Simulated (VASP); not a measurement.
**Tl: relaxation of cell and atoms with PBE**

Crystal: Tl.

```
CELL_PARAMETERS angstrom
3.46000 0.00000 0.00000
-1.73000 2.99645 0.00000
0.00000 0.00000 5.53254
ATOMIC_POSITIONS crystal
Tl 0.33333 0.66667 0.75000
Tl 0.66667 0.33333 0.25000
```

```
Program                : VASP 6.6.1
Task                   : relaxation of cell and atoms
Functional             : PBE
Potentials or basis    : VASP PAW PBE potentials, release 64 (Tl_d)
Cutoff                 : 600 eV
k mesh                 : 14 × 14 × 8
Occupations            : gaussian, width 0.05 eV
Spin                   : no spin polarisation
Dipole correction      : no
Further INCAR settings : ALGO = Fast; EDIFF = 1e-06; IBRION = 2; EDIFFG = -0.01; NSW = 80; ISIF = 3
```

```yaml
Relaxed_volume: 31.51 Å³/atom
Relaxed_cell: a = 3.641 Å, b = 3.641 Å, c = 5.488 Å, α = 90.00°, β = 90.00°, γ = 120.00°
Space_group_after_relaxing_to_0.05_Å: P6_3/mmc (No. 194)
Energy_gained_by_relaxing: 24.5 meV/atom
Ionic_steps: 23
Pressure_after_relaxing: 0.0 GPa
Band_gap_on_the_k_mesh: none (metal or under the smearing width)
```

Step by step:
| step | energy change (eV) | largest force (eV/Å) | pressure (GPa) | volume (Å³) |
| --- | --- | --- | --- | --- |
| 1 | 0.0000 | 0.0000 | 3.02 | 57.36 |
| 2 | -0.0454 | 0.0000 | 0.31 | 61.97 |
| 3 | -0.0462 | 0.0000 | 0.06 | 62.67 |
| 4 | -0.0462 | 0.0000 | -0.08 | 62.86 |
| 5 | -0.0466 | 0.0000 | 0.01 | 62.70 |
| 6 | -0.0468 | 0.0000 | 0.26 | 62.23 |
| 7 | -0.0469 | 0.0000 | 0.17 | 62.41 |
| 8 | -0.0472 | 0.0000 | 0.13 | 62.54 |
| 9 | -0.0474 | 0.0000 | 0.04 | 62.75 |
| 10 | -0.0479 | 0.0000 | -0.11 | 63.15 |
| 11 | -0.0477 | 0.0000 | -0.40 | 63.95 |
| 12 | -0.0481 | 0.0000 | -0.26 | 63.54 |
| 13 | -0.0482 | 0.0000 | -0.22 | 63.40 |
| 14 | -0.0483 | 0.0000 | -0.20 | 63.41 |
| 15 | -0.0483 | 0.0000 | -0.20 | 63.41 |
| 16 | -0.0485 | 0.0000 | -0.19 | 63.41 |
| 17 | -0.0487 | 0.0000 | -0.16 | 63.41 |
| 18 | -0.0487 | 0.0000 | -0.17 | 63.41 |
| 19 | -0.0487 | 0.0000 | -0.17 | 63.41 |
| 20 | -0.0488 | 0.0000 | -0.10 | 63.25 |
| 21 | -0.0489 | 0.0000 | -0.05 | 63.13 |
| 22 | -0.0489 | 0.0000 | 0.05 | 62.89 |
| 23 | -0.0489 | 0.0000 | -0.03 | 63.02 |

Final structure:
```
Tl
1.0
     3.64141    0.00000    0.00000
    -1.82071    3.15355    0.00000
     0.00000    0.00000    5.48802
Tl
2
Direct
  0.33333 0.66667 0.75000
  0.66667 0.33333 0.25000
```

Levels at points of the mesh, in eV from the Fermi level:
```
           k point  band 10  band 11  band 12  band 13  band 14  band 15  band 16  band 17
(0.00, 0.00, 0.00)   -11.13    -9.46    -4.66    -2.30     6.67     6.67     8.71     8.71
(0.50, 0.00, 0.00)   -11.07    -5.95    -4.76    -0.54     0.91     1.35     3.21     3.67
(0.00, 0.00, 0.50)   -11.21    -8.06    -8.06     3.77     3.77     7.67     7.67     7.67
(0.50, 0.00, 0.50)   -11.12    -4.93    -4.93    -2.00    -2.00     4.88     4.88     5.94
```

Run time: 14 min on 1 thread of Intel(R) Xeon(R) Platinum 8488C (Sapphire Rapids) (shared host), peak memory 0.28 GiB.

Spin-orbit coupling is left out, which matters for the levels of Tl.
